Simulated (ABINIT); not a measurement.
Crystal: SiC (Moissanite).

```
Si C
1.0
     3.07600    0.00000    0.00000
    -1.53800    2.66389    0.00000
     0.00000    0.00000    5.04800
Si C
2 2
Cartesian
  1.5380 0.8880 2.5240
  0.0000 1.7759 0.0000
  1.5380 0.8880 4.4675
  0.0000 1.7759 1.9435
```

Base run:

- Program: ABINIT 10.8.3 (patched build)
- Functional: BLYP
- Potentials or basis: JTH PAW PBE v2.0
- Cutoff: 544 eV
- k mesh: 10 × 10 × 5
- Occupations: fermi-dirac, width 0.05 eV
- Spin: no spin polarisation

Its results: band gap on the k mesh 2.82 eV, indirect (least direct gap 4.34 eV); pressure 8.5 GPa; largest force 0.763 eV/Å.

Question: After a change of settings the same cell gave: band gap on the k mesh 2.82 eV, indirect (least direct gap 4.35 eV); pressure 10.2 GPa; largest force 0.766 eV/Å. Which change was it?
A. functional from BLYP to SOGGA
B. functional from BLYP to PBEsol
C. functional from BLYP to LDA-Teter; potentials or basis from JTH PAW PBE v2.0 to PseudoDojo NC SR LDA v0.4.1 standard; cutoff from 544 eV to 1116 eV
D. potentials or basis from JTH PAW PBE v2.0 to PseudoDojo NC SR PBE v0.4.1 standard; cutoff from 544 eV to 1116 eV

Answer: D.

Caveats: the mesh misses the band edges, which the band path finds closer together; the PAW data sets were made with another functional, which shifts forces and pressure a little (some runs); the potentials were made for another functional, which shifts forces and pressure (some runs).

Runs at the PBE level aren't shown here.
